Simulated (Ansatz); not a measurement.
## Deforming Se

```
Se
1.0
     4.36620    0.00000    0.00000
    -2.18310    3.78124    0.00000
     0.00000    0.00000    4.95360
Se
3
Direct
  0.22540 0.00000 0.33333
  0.00000 0.22540 0.66667
  0.77460 0.77460 0.00000
```

Atoms are numbered in the order listed.

The cell is COD entry 9012501, as deposited and not checked against the literature; nothing was relaxed.

The calculation used DFT, LDA, all-electron LAPW, scalar-relativistic in Ansatz 0.2.0.

Numerical set-up: a Γ-centred 6×6×5 k mesh, Fermi–Dirac smearing of 0.03 eV, basis error target 0.5 meV/atom, no spin polarisation.

The unchanged cell is at -1.27 GPa.

Semilocal functionals give too small gaps.

x, y and z are the Cartesian axes of the cell as listed; fractional coordinates follow a strain, and an engineering shear is twice the off-diagonal strain component.

Question: With this change (equal xy, yz and zx engineering shear strains of -2 %), what becomes of the energy and stress and forces and gap?

Answer: Energy change +5 meV/atom; stress change (xx, yy, zz, yz, xz, xy) 0.52, -0.32, 0.17, 0.99, 1.44, 0.72 GPa, compression positive; change of the force on Se3 (-0.194, -0.018, -0.368) eV/Å; gap on the k mesh 1.19 → 1.07 eV.

Question: With this change (equal xy, yz and zx engineering shear strains of -1 %), what becomes of the energy and stress and forces and gap?

Answer: Energy change +1 meV/atom; stress change (xx, yy, zz, yz, xz, xy) 0.23, -0.18, 0.04, 0.48, 0.70, 0.35 GPa, compression positive; change of the force on Se3 (-0.093, -0.005, -0.180) eV/Å; gap on the k mesh 1.19 → 1.14 eV.

Question: With this change (equal xy, yz and zx engineering shear strains of +1 %), what becomes of the energy and stress and forces and gap?

Answer: Energy change +1 meV/atom; stress change (xx, yy, zz, yz, xz, xy) -0.17, 0.22, 0.04, -0.47, -0.66, -0.33 GPa, compression positive; change of the force on Se3 (0.085, -0.002, 0.172) eV/Å; gap on the k mesh 1.19 → 1.14 eV.

With equal xy, yz and zx engineering shear strains of +2 %: energy change +5 meV/atom; stress change (xx, yy, zz, yz, xz, xy) -0.29, 0.48, 0.16, -0.92, -1.27, -0.64 GPa, compression positive; change of the force on Se3 (0.162, -0.011, 0.338) eV/Å; gap on the k mesh 1.19 → 1.04 eV.
